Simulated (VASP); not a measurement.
# A VASP 6.6.1 single-point calculation on LiF

INCAR

```
LREAL = .FALSE.
SIGMA = 0.02
ISIF = 2
ENCUT = 45
LWAVE = .FALSE.
ISMEAR = -1
GGA = PE
LASPH = .TRUE.
NELM = 57
PREC = Accurate
NSW = 0
EDIFF = 1E-7
NBANDS = 12
LCHARG = .FALSE.
IBRION = -1
```

KPOINTS

```
KPOINTS created by Atomic Simulation Environment
0
Gamma
10 10 10
0 0 0
```

POSCAR

```
Li F
 1.0000000000000000
     2.6393034816999998    0.0000000000000000    0.0000000000000000
     0.0000000000000000    2.6393034816999998    0.0000000000000000
     0.0000000000000000    0.0000000000000000    2.5162584438000000
 Li  F
   1   1
Cartesian
  0.0000000000000000  0.0000000000000000  0.0000000000000000
  1.3196517408499999  1.3196517408499999  1.2581292219000000
```

The recommended PBE PAW datasets give the neutral cell 10 valence electrons.

Command

```
mpirun -np 1 vasp_std
```

OSZICAR

```
N       E                     dE             d eps       ncg     rms          rms(c)
```

Standard output (part)

```
POSCAR found type information on POSCAR LiF
 POSCAR found :  2 types and       2 ions
 LDA part: xc-table for (Slater+PW92), standard interpolation
 POSCAR, INCAR and KPOINTS ok, starting setup
 WAVECAR not read
 entering main loop
|     EEEEEEE  RRRRRR   RRRRRR   OOOOOOO  RRRRRR      ###     ###     ###     |
|     E        R     R  R     R  O     O  R     R     ###     ###     ###     |
|     E        R     R  R     R  O     O  R     R     ###     ###     ###     |
|     EEEEE    RRRRRR   RRRRRR   O     O  RRRRRR       #       #       #      |
|     E        R    R   R    R   O     O  R    R      ###     ###     ###     |
|     EEEEEEE  R     R  R     R  OOOOOOO  R     R     ###     ###     ###     |
|     EDDAV: Call to ZHEGV failed. Returncode = 13 2 16                       |
|       ---->  I REFUSE TO CONTINUE WITH THIS SICK JOB ... BYE!!! <----       |
```

VASP stopped with an error.

**Question.** Why shouldn't this run be trusted?

**Answer.** Cutoff far too low. VASP stopped with an error.
